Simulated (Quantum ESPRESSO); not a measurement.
MgTe:

```
Te Mg
1.0
     0.00000    3.23200    3.23200
     3.23200    0.00000    3.23200
     3.23200    3.23200    0.00000
Te Mg
1 1
Direct
  0.25000 0.25000 0.25000
  0.00000 0.00000 0.00000
```

The cell comes from a database or a generator and needn't be the stable form of this composition.

* Program: Quantum ESPRESSO 7.5
* Task: phonons
* Functional: LDA
* Potentials or basis: GBRV 1.5 LDA
* Cutoff: 544 eV
* Density cutoff: 4408 eV
* k mesh: 4 × 4 × 4, shifted
* Occupations: fermi-dirac, width 0.05 eV
* Spin: no spin polarisation
* Form of the LDA correlation: PZ81
* Most SCF iterations: 120
* SCF threshold: 4e-10 Ry
* Mixing beta: 0.1
* Mixing ndim: 4

The cell and the atoms were relaxed first, to 32.31 Å³/atom (a = 4.504 Å, b = 4.504 Å, c = 4.504 Å, α = 60.00°, β = 60.00°, γ = 60.00°), and the response was taken there.

The first run showed a gap, so the response started from a second, tighter run with fixed occupations.

Task: How polar is the lattice: what are the Born charges, the two dielectric constants and the LO-TO splitting?

Result: Born charges ±1.90 e; dielectric constants 5.73 (electrons alone) and 7.93 (static); transverse and longitudinal modes at 247 and 290 cm⁻¹.
